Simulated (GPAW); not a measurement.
## STM contrast on Hf2C(OH)2 MXene monolayer

What would a tunnelling microscope show on Hf2C(OH)2 MXene monolayer?

Method: GPAW, PAW setups; layer in a repeated cell with vacuum, relaxation of atoms and in-plane cell, in the first sound run; inputs show where later runs differ, in GPAW 26.7.0.

### Step 1. The starting structure

The cell holds 7 atoms: 2 H, 2 O, 2 Hf and 1 C. Cell: a = 3.289 Å, b = 3.289 Å, c = 20.913 Å, α = 90.0°, β = 90.0°, γ = 120.0°. Vacuum lies along c.

Coordinates:

```cif
data_structure
_symmetry_space_group_name_H-M 'P 1'
_symmetry_Int_Tables_number 1
_cell_length_a 3.2890
_cell_length_b 3.2890
_cell_length_c 20.9129
_cell_angle_alpha 90.000
_cell_angle_beta 90.000
_cell_angle_gamma 120.000
_cell_volume 195.92
loop_
_atom_site_label
_atom_site_type_symbol
_atom_site_fract_x
_atom_site_fract_y
_atom_site_fract_z
_atom_site_occupancy
H1 H 0.33333 0.66667 0.33472 1
O2 O 0.33333 0.66667 0.38158 1
Hf3 Hf 0.66667 0.33333 0.43795 1
C4 C 0.00000 0.00000 0.50000 1
Hf5 Hf 0.33333 0.66667 0.56206 1
O6 O 0.66667 0.33333 0.61842 1
H7 H 0.66667 0.33333 0.66528 1
```

### Step 2. Relaxation

The atoms are relaxed first, since the surface dipole, and with it the work function, follows the positions of the outer layers.

run.py reads:

```python
import json
import numpy as np
from ase import Atoms
from ase.filters import FrechetCellFilter
from ase.optimize import BFGS
from gpaw import GPAW, PW

slab = Atoms(
    ['H', 'O', 'Hf', 'C', 'Hf', 'O', 'H'],
    positions=[
        [-0.00000, 1.89891, 7.00000],
        [-0.00000, 1.89891, 7.98000],
        [1.64450, 0.94945, 9.15872],
        [0.00000, 0.00000, 10.45647],
        [-0.00000, 1.89891, 11.75423],
        [1.64450, 0.94945, 12.93295],
        [1.64450, 0.94945, 13.91295]],
    cell=[[3.289, 0.0, 0.0], [-1.6445, 2.84836, 0.0], [0.0, 0.0, 20.9129]],
    pbc=[True, True, True])

slab.calc = GPAW(mode=PW(600), xc='PBE', kpts={'size': (12, 12, 1), 'gamma': True},
                 occupations={'name': 'fermi-dirac', 'width': 0.05}, nbands='160%',
                 convergence={'density': 1e-05}, maxiter=200,
                 symmetry={'tolerance': 1e-3}, txt='slab.txt')
result = {}
# The in-plane cell is free; stress needs a cell that repeats along all three vectors
path = []
opt = BFGS(FrechetCellFilter(slab, mask=[1, 1, 0, 0, 0, 1]), maxstep=0.2)
opt.attach(lambda: path.append((slab.get_potential_energy(), slab.positions.tolist(), slab.get_forces().tolist())))
result['relaxed'] = bool(opt.run(fmax=0.02, steps=45))
result['path'] = path
result['cell'] = slab.cell.tolist()
print('in-plane lattice', slab.cell.cellpar().round(4)[[0, 1, 5]])
energy = slab.get_potential_energy()
fermi = slab.calc.get_fermi_level()
v = slab.calc.get_electrostatic_potential().mean((0, 1)) - fermi
n = slab.calc.get_pseudo_density().mean((0, 1))
L = slab.cell[2, 2]
z = np.arange(len(v)) * L / len(v)
low, high = slab.positions[:, 2].min(), slab.positions[:, 2].max()
below, above = np.interp([low - 4.8, high + 4.8], z, v)
slopes = [np.interp(x, z, np.gradient(v, z)) for x in (low - 4.8, high + 4.8)]
eps = np.array([[slab.calc.get_eigenvalues(k, s) for k in range(len(slab.calc.get_ibz_k_points()))]
                for s in range(slab.calc.get_number_of_spins())]) - fermi
top, bottom = eps[eps < 0].max(), eps[eps > 0].min()
dipole = slab.get_dipole_moment()[2]
print(f'energy {energy:.4f} eV, Fermi level {fermi:.4f} eV, dipole {dipole:.5f} e A')
print(f'potential 4.8 A off the faces, from the Fermi level: lower {below:.4f} eV, upper {above:.4f} eV')
print(f'slope of the potential there: lower {slopes[0]:.5f}, upper {slopes[1]:.5f} eV/A')
print(f'nearest levels on the mesh: {top:.4f} and {bottom:.4f} eV')
print('magnetic moment', round(slab.get_magnetic_moment(), 3))
result.update(energy=energy, fermi=fermi, dipole=dipole, below=below, above=above, slopes=slopes, edges=[top, bottom],
              z=z.tolist(), v=v.tolist(), n=n.tolist(), positions=slab.positions.tolist(),
              forces=slab.get_forces(apply_constraint=False).tolist(), moments=slab.get_magnetic_moments().tolist())
json.dump(result, open('result.json', 'w'))
```

Run with:

```console
$ OMP_NUM_THREADS=1 OPENBLAS_NUM_THREADS=1 python run.py
```

Output:

```text
Step          Energy          fmax
BFGS:    0      -50.674251        2.983131
BFGS:    1      -50.905314        1.690067
BFGS:    2      -51.022831        0.399564
BFGS:    3      -51.026164        0.214529
BFGS:    4      -51.031444        0.383629
BFGS:    5      -51.040414        0.463397
BFGS:    6      -51.046090        0.276524
BFGS:    7      -51.047160        0.131595
BFGS:    8      -51.047056        0.122061
BFGS:    9      -51.045529        0.135084
BFGS:   10      -51.043239        0.192763
BFGS:   11      -51.038041        0.163917
BFGS:   12      -51.035831        0.063770
BFGS:   13      -51.035920        0.010318
in-plane lattice [  3.2585   3.2585 120.    ]
energy -51.0256 eV, Fermi level 2.2389 eV, dipole 0.00060 e A
potential 4.8 A off the faces, from the Fermi level: lower 2.3712 eV, upper 2.3681 eV
slope of the potential there: lower -0.00899, upper 0.01044 eV/A
nearest levels on the mesh: -0.0243 and 0.0051 eV
magnetic moment 0.0
```

It took 6.3 min on 1 thread of AMD EPYC 9B45 (Zen 5), shared host; peak memory 0.47 GiB.

This step gave:

```yaml
dipole_along_the_normal: 6.03e-4 e·Å
levels_nearest_the_fermi_level_on_the_mesh: -0.02428, 0.005132 eV from the Fermi level
```

The electrostatic potential energy of an electron (without an applied field's), less the Fermi level, planar mean oscillates, so the rows of the table below give means over windows of 1.74 Å about each position, cut where the curve ends. Its maxima inside the range that stand out by 2 % of the span (Å: eV): 7.2: -0.531, 8.3: -6.50, 10.0: -8.56, 10.9: -8.56, 12.6: -6.50, 13.7: -0.540. Its minima: 6.9: -1.36, 7.9: -10.2, 9.2: -22.8, 10.5: -11.9, 11.7: -22.8, 13.0: -10.2, 14.0: -1.36.

Electrostatic potential energy of an electron (without an applied field's), less the Fermi level, planar mean against z; means over each step:

| z (Å) | electrostatic potential energy of an electron (without an applied field's), less the Fermi level, planar mean (eV) |
| --- | --- |
| 0.87 | 2.38 |
| 2.61 | 2.36 |
| 4.35 | 2.19 |
| 6.09 | 0.743 |
| 7.83 | -5.83 |
| 9.57 | -15.2 |
| 11.31 | -15.2 |
| 13.05 | -6.06 |
| 14.79 | 0.677 |
| 16.53 | 2.18 |
| 18.27 | 2.36 |
| 20.01 | 2.37 |

The pseudo valence density, planar mean oscillates, so the rows of the table below give means over windows of 1.39 Å about each position, cut where the curve ends. Its maxima inside the range that stand out by 2 % of the span (Å: e/Å³): 7.8: 0.819, 9.2: 1.15, 11.7: 1.15, 13.1: 0.819. Its minima: 8.5: 0.441, 10.8: 0.541, 12.4: 0.441.

Table of pseudo valence density, planar mean by z; means over each step:

| z (Å) | pseudo valence density, planar mean (e/Å³) |
| --- | --- |
| 2.08 | 8.7e-5 |
| 3.48 | 5.5e-4 |
| 4.87 | 0.00258 |
| 6.26 | 0.0411 |
| 7.65 | 0.514 |
| 9.04 | 0.789 |
| 10.43 | 0.560 |
| 11.82 | 0.797 |
| 13.21 | 0.529 |
| 14.60 | 0.0485 |
| 15.99 | 0.00278 |
| 17.38 | 5.9e-4 |
| 18.77 | 9.5e-5 |

The relaxation lowered the energy of the cell by 0.360 eV (energies extrapolated to zero smearing; the optimiser's log prints free energies). The largest force left on a free atom is 0.010 eV/Å.

### Step 3. Plane waves, PBE

With the geometry fixed, the planar mean of the potential gives the vacuum level on each side.

This step: GPAW, PAW setups; slab in vacuum (GPAW 26.7.0).

The cell differs from the one that the last finished run ended in (c 20.913 → 21.120 Å).

run.py reads:

```python
import json
import numpy as np
from ase import Atoms
from ase.dft.stm import STM
from gpaw import GPAW, PW

slab = Atoms(
    ['H', 'O', 'Hf', 'C', 'Hf', 'O', 'H'],
    positions=[
        [0.00000, 1.88132, 7.00000],
        [0.00000, 1.88132, 7.97891],
        [1.62927, 0.94066, 9.33394],
        [0.00000, -0.00000, 10.56007],
        [0.00000, 1.88132, 11.78622],
        [1.62927, 0.94066, 13.14125],
        [1.62927, 0.94066, 14.12016]],
    cell=[[3.25853, 0.0, 0.0], [-1.62927, 2.82198, 0.0], [0.0, 0.0, 21.1202]],
    pbc=[True, True, False])

slab.calc = GPAW(mode=PW(500), xc='PBE', kpts={'size': (12, 12, 1), 'gamma': True},
                 occupations={'name': 'fermi-dirac', 'width': 0.05}, nbands='160%',
                 convergence={'density': 1e-05}, maxiter=200,
                 poissonsolver={'dipolelayer': 'xy'},
                 symmetry={'tolerance': 1e-3}, txt='slab.txt')
result = {}
energy = slab.get_potential_energy()
fermi = slab.calc.get_fermi_level()
v = slab.calc.get_electrostatic_potential().mean((0, 1)) - fermi
n = slab.calc.get_pseudo_density().mean((0, 1))
L = slab.cell[2, 2]
z = np.arange(len(v)) * L / len(v)
low, high = slab.positions[:, 2].min(), slab.positions[:, 2].max()
below, above = np.interp([low - 4.8, high + 4.8], z, v)
slopes = [np.interp(x, z, np.gradient(v, z)) for x in (low - 4.8, high + 4.8)]
eps = np.array([[slab.calc.get_eigenvalues(k, s) for k in range(len(slab.calc.get_ibz_k_points()))]
                for s in range(slab.calc.get_number_of_spins())]) - fermi
top, bottom = eps[eps < 0].max(), eps[eps > 0].min()
dipole = slab.get_dipole_moment()[2]
print(f'energy {energy:.4f} eV, Fermi level {fermi:.4f} eV, dipole {dipole:.5f} e A')
print(f'potential 4.8 A off the faces, from the Fermi level: lower {below:.4f} eV, upper {above:.4f} eV')
print(f'slope of the potential there: lower {slopes[0]:.5f}, upper {slopes[1]:.5f} eV/A')
print(f'nearest levels on the mesh: {top:.4f} and {bottom:.4f} eV')
print('magnetic moment', round(slab.get_magnetic_moment(), 3))
result.update(energy=energy, fermi=fermi, dipole=dipole, below=below, above=above, slopes=slopes, edges=[top, bottom],
              z=z.tolist(), v=v.tolist(), n=n.tolist(), positions=slab.positions.tolist(),
              forces=slab.get_forces(apply_constraint=False).tolist(), moments=slab.get_magnetic_moments().tolist())

# Images need the states of the whole zone, up to time reversal
slab.calc = slab.calc.fixed_density(symmetry={'point_group': False}, txt='states.txt', nbands='280%',
                                    convergence={'bands': 'CBM+2.3'})
stm = STM(slab)
result['stm'] = []
for bias in [-1.5, 2.0]:
    height = high + 3.0
    current = stm.get_averaged_current(bias, height)
    x, y, h = stm.scan(bias, current)
    i, f = divmod(height / L * stm.ldos.shape[2], 1)
    I = abs((1 - f) * stm.ldos[:, :, int(i)] + f * stm.ldos[:, :, int(i) + 1])
    print(f'bias {bias} V: mean current at 3.0 A {current:.4e}, corrugation {np.ptp(h):.4f} A')
    result['stm'].append(dict(bias=bias, current=current, h=(h - high).tolist(), I=I.tolist()))
json.dump(result, open('result.json', 'w'))
```

Output:

```text
energy -50.3179 eV, Fermi level 2.1903 eV, dipole -0.00086 e A
potential 4.8 A off the faces, from the Fermi level: lower 2.3693 eV, upper 2.3826 eV
slope of the potential there: lower -0.00984, upper 0.00984 eV/A
nearest levels on the mesh: -0.0255 and 0.0054 eV
magnetic moment 0.0
bias -1.5 V: mean current at 3.0 A 3.9008e-04, corrugation 0.0470 A
bias 2.0 V: mean current at 3.0 A 3.2304e-03, corrugation 0.0737 A
```

The job ended after 2.2 min (1 thread; peak memory 0.79 GiB).

Numbers from this step:

- dipole along the normal: -8.58e-4 e·Å
- levels nearest the Fermi level on the mesh: -0.02551, 0.005441 eV from the Fermi level
- upper work function: 2.383 eV
- lower work function: 2.369 eV
- corrugation -1.5: 0.04699 Å
- corrugation 2: 0.07370 Å

The electrostatic potential energy of an electron (without an applied field's), less the Fermi level, planar mean oscillates, so the rows of the table below give means over windows of 1.79 Å about each position, cut where the curve ends. Its maxima inside the range that stand out by 2 % of the span (Å: eV): 7.3: -0.559, 8.4: -6.49, 10.2: -8.54, 10.9: -8.54, 12.7: -6.48, 13.9: -0.547. Its minima: 7.0: -1.36, 8.0: -10.3, 9.3: -22.8, 10.6: -11.9, 11.8: -22.8, 13.1: -10.3, 14.1: -1.34.

Electrostatic potential energy of an electron (without an applied field's), less the Fermi level, planar mean against z; means over each step:

| z (Å) | electrostatic potential energy of an electron (without an applied field's), less the Fermi level, planar mean (eV) |
| --- | --- |
| 0.90 | 2.38 |
| 2.69 | 2.36 |
| 4.47 | 2.18 |
| 6.27 | 0.611 |
| 8.05 | -6.78 |
| 9.84 | -14.8 |
| 11.63 | -14.9 |
| 13.43 | -4.66 |
| 15.21 | 1.25 |
| 17.00 | 2.27 |
| 18.79 | 2.38 |
| 20.59 | 2.39 |

The pseudo valence density, planar mean oscillates, so the rows of the table below give means over windows of 1.51 Å about each position, cut where the curve ends. Its maxima inside the range that stand out by 2 % of the span (Å: e/Å³): 7.9: 0.801, 9.4: 1.12, 11.7: 1.12, 13.2: 0.801. Its minima: 8.7: 0.448, 10.2: 0.541, 12.4: 0.448.

The pseudo valence density, planar mean by z; means over each step:

| z (Å) | pseudo valence density, planar mean (e/Å³) |
| --- | --- |
| 2.27 | 9.9e-5 |
| 3.78 | 7.1e-4 |
| 5.29 | 0.00388 |
| 6.80 | 0.120 |
| 8.31 | 0.622 |
| 9.82 | 0.769 |
| 11.33 | 0.773 |
| 12.84 | 0.616 |
| 14.35 | 0.115 |
| 15.86 | 0.00378 |
| 17.37 | 6.9e-4 |
| 18.88 | 9.7e-5 |

Tip height over the top atom over a1 and a2. Sample bias -1.5 V, constant current at the mean current 3.0 Å over the top atom.

Values in Å, 12 rows by 16 columns, each cell a mean:
```
2.991 2.991 2.991 2.991 2.993 2.995 2.997 2.996 2.997 2.996 2.995 2.993 2.991 2.991 2.991 2.991
2.992 2.991 2.989 2.988 2.990 2.992 2.992 2.992 2.993 2.991 2.989 2.988 2.990 2.991 2.992 2.992
2.995 2.993 2.990 2.989 2.990 2.991 2.990 2.991 2.991 2.990 2.990 2.993 2.995 2.995 2.995 2.995
2.998 2.996 2.993 2.991 2.991 2.991 2.991 2.991 2.992 2.994 2.996 2.999 3.000 3.001 3.001 3.000
3.001 2.997 2.993 2.991 2.991 2.991 2.990 2.992 2.996 3.000 3.004 3.007 3.009 3.009 3.008 3.005
3.002 2.997 2.993 2.991 2.991 2.991 2.993 2.996 3.001 3.006 3.011 3.016 3.019 3.017 3.012 3.007
3.001 2.997 2.992 2.989 2.990 2.994 2.998 3.003 3.010 3.018 3.025 3.029 3.028 3.023 3.015 3.007
2.999 2.995 2.990 2.988 2.992 2.997 3.002 3.007 3.016 3.026 3.032 3.033 3.029 3.021 3.012 3.005
2.996 2.992 2.989 2.991 2.996 3.000 3.005 3.013 3.022 3.028 3.030 3.028 3.022 3.014 3.006 3.001
2.992 2.991 2.991 2.993 2.996 3.001 3.006 3.013 3.019 3.023 3.022 3.018 3.012 3.006 3.000 2.996
2.991 2.991 2.991 2.993 2.996 3.000 3.005 3.008 3.010 3.011 3.009 3.006 3.002 2.998 2.994 2.992
2.991 2.991 2.991 2.993 2.996 2.999 3.001 3.003 3.004 3.003 3.002 3.000 2.997 2.994 2.992 2.991
```
Columns: a1 from 0 to 0.944; rows upwards: a2 from 0 to 0.944.

Local density of states summed over the bias window over a1 and a2. Sample bias -1.5 V, constant height 3.0 Å over the top atom.

Ten even steps from '_' (3.84 × 1e-4 arbitrary) to '@' (4.08 × 1e-4 arbitrary):
```
________......::::::::......________
__________..............____________
..____________________________..____
....______________________..........
......________________......::::::::
::....______________....::::------::
::::..____________..::::----====----
--::..__________..::----==++++++==--
--::..________..::--==++********++==
--::..______..::--==++**##%%##**++==
::....____....::--++**%%@@@@%%**++--
::..______..::--==**##@@@@@@##**==--
....____....::--++**%%@@@@%%**++--::
..______..::--==++**##%%##**++==--::
..____....::--==++********++==--::..
________..::----==++++++==----::..__
________..::::----====----::::..____
______......::::------::::......____
```
Columns: a1 from 0 to 0.944; rows upwards: a2 from 0 to 0.944.

Tip height over the top atom over a1 and a2. Sample bias 2 V, constant current at the mean current 3.0 Å over the top atom.

Ten even steps from '_' (2.977 Å) to '@' (3.051 Å):
```
________....::::::::::::....________
__________..............____________
..________............________......
....__________..__________..........
::......____________......::::::::::
::::....__________....::::----------
--::......____......::--============
--::....______....::--==++++**++++==
--::....____....::--==++**####**++==
--::....__....::--==**##%%%%%%##**==
--::..____..::--==++##%%@@@@%%##++==
::..______..::==++**%%@@@@@@%%**++==
::..____..::--==++##%%@@@@%%##++==--
..______..::--==**##%%%%%%##**==--::
..____....::--==++**####**++==--::..
______....::--==++++**++++==--::....
______....::--============--::....__
______....::::----------::::....____
```
Columns: a1 from 0 to 0.944; rows upwards: a2 from 0 to 0.944.

Local density of states summed over the bias window over a1 and a2. Sample bias 2 V, constant height 3.0 Å over the top atom.

Ten even steps from '_' (3.16 × 1e-3 arbitrary) to '@' (3.41 × 1e-3 arbitrary):
```
________....::::::::::::....________
__________..............____________
______________....__________________
....______________________..........
......________________......::::::::
::::..______________..::::----------
--::....________....::----========--
--::....______....::--==++++++++++==
--::..________..::--==++**####**++==
--::..______..::--==++##%%%%%%##++==
--::..____..::--==++##%%@@@@%%##++==
::..______..::--++**%%@@@@@@%%**++--
....____....--==++##%%@@@@%%##++==--
..______..::--==++##%%%%%%##++==--::
________..::--==++**####**++==--::..
________..::--==++++++++++==--::..__
________..::----========----::..____
________....::----------::....______
```
Columns: a1 from 0 to 0.944; rows upwards: a2 from 0 to 0.944.

Force by atom:

| atom | x (eV/Å) | y (eV/Å) | z (eV/Å) | size |
| --- | --- | --- | --- | --- |
| H1 | 0.0000 | 0.0000 | -0.0937 | 0.0937 |
| O2 | 0.0000 | 0.0000 | 0.0610 | 0.0610 |
| Hf3 | 0.0000 | 0.0000 | -0.0017 | 0.0017 |
| C4 | 0.0000 | 0.0000 | 0.0000 | 0.0000 |
| Hf5 | 0.0000 | 0.0000 | 0.0017 | 0.0017 |
| O6 | 0.0000 | 0.0000 | -0.0610 | 0.0610 |
| H7 | 0.0000 | 0.0000 | 0.0937 | 0.0937 |

The potential is flat to 0.010 eV/Å where it is read, so the vacuum is wide enough.

### Step 4. What came out

* work function, upper and lower face: 2.383 and 2.369 eV
* dipole along the normal: -8.6e-4 e Å, near the numerical noise
* corrugation at -1.5 V: 0.0470 Å
* corrugation at 2 V: 0.0737 Å

In words: The corrugation at constant current is largest at 2 V, where the tip height varies by 0.074 Å over the cell. Negative sample bias images filled states, positive bias empty ones. The images are of Tersoff-Hamann type: an s-wave tip, no tip-sample forces, heights closer than in a microscope. The small printed dipole stands for a step of 17 meV from the lower to the upper face, and the probes find 13 meV; values this small are near the numerical noise of both. The layer's cell and atoms come from the relaxation; spin-orbit coupling and temperature are left out.

[Logs are printed without paths, hosts, clocks, repeated set-up lines and the standing remarks that a program may print on its own settings, such as how far it seeks lower states.]

[Hosts, paths, dates, database ids (printed as entryN), source tags and the programs' standing remarks are cut or masked in the printed files.]
